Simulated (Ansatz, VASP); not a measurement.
## Two plane-wave programs on B

The input INCAR:

```
PREC = Accurate ; ENCUT = 600
EDIFF = 1E-6 ; ISMEAR = 0
SIGMA = 0.1 ; LREAL = False
LASPH = True ; NELM = 80
ALGO = Normal ; ISIF = 3
LWAVE = False ; LCHARG = False
GGA = PE ; IBRION = 2
NSW = 100 ; EDIFFG = -0.01
```

The input KPOINTS:

```
Automatic mesh
0
Gamma
  10 10 10
```

The input POSCAR:

```
B
1.0
   -2.4957942757      2.4957942757      2.4957942757
    2.4957942757     -2.4957942757      2.4957942757
    2.4957942757      2.4957942757     -2.4957942757
B
8
Direct
    0.2500000000      0.2500000000      0.2500000000
    0.5000000000      0.0000000000      0.2500000000
    0.2500000000      0.5000000000      0.0000000000
    0.0000000000      0.2500000000      0.5000000000
    0.7500000000      0.7500000000      0.7500000000
    0.5000000000      0.0000000000      0.7500000000
    0.7500000000      0.5000000000      0.0000000000
    0.0000000000      0.7500000000      0.5000000000
```

Input for Ansatz:

```yaml
crystal:
  lattice:
    - [-2.4957942757, 2.4957942757, 2.4957942757]
    - [2.4957942757, -2.4957942757, 2.4957942757]
    - [2.4957942757, 2.4957942757, -2.4957942757]
  atoms:
    - { symbol: B, position: [0.25, 0.25, 0.25] }
    - { symbol: B, position: [0.5, 0.0, 0.25] }
    - { symbol: B, position: [0.25, 0.5, 0.0] }
    - { symbol: B, position: [0.0, 0.25, 0.5] }
    - { symbol: B, position: [0.75, 0.75, 0.75] }
    - { symbol: B, position: [0.5, 0.0, 0.75] }
    - { symbol: B, position: [0.75, 0.5, 0.0] }
    - { symbol: B, position: [0.0, 0.75, 0.5] }
basis:
  ecutwfc: 420
kpoints:
  mp_grid: { grid: [10, 10, 10] }
hamiltonian:
  xc: pbe
scf:
  occupations: { method: gaussian, width: 0.1 }
output:
  forces: true
  stress: true
  eigenvalues: true
  write_density: true
  write_potential: true
  elf: true
  volumetric_format: npy
relax:
  adjacent_minimum: "off"
  f_tol: 0.01
  max_steps: 80
  cell: { stress_tol: 0.05 }
```

Alike in both runs: task relaxation of cell and atoms; functional PBE; k mesh 10 × 10 × 10; occupations gaussian, width 0.1 eV; no spin polarisation.

```csv
,VASP,Ansatz
version,VASP 6.6.1,Ansatz 0.2.0
potentials or method,"VASP PAW PBE potentials, release 64 (B)","scalar-relativistic, plane waves, PAW"
plane-wave cutoff (eV),600,420
valence electrons in the cell,24,24
```

|  | VASP | Ansatz | Ansatz less VASP |
| --- | --- | --- | --- |
| gap on the k mesh at the Fermi level, each at its own relaxed structure (eV) | none | none | - |
| relaxed volume (Å³/atom) | 7.77 | 7.77 | 0.000 |
| relaxed cell length with the largest relative difference (Å) | 4.323 | 4.323 | 0.0000 |

A gap of «none» marks a metal or a gap that the smearing closes.

Caveats: the relaxation stopped at its first step, so nothing moved.
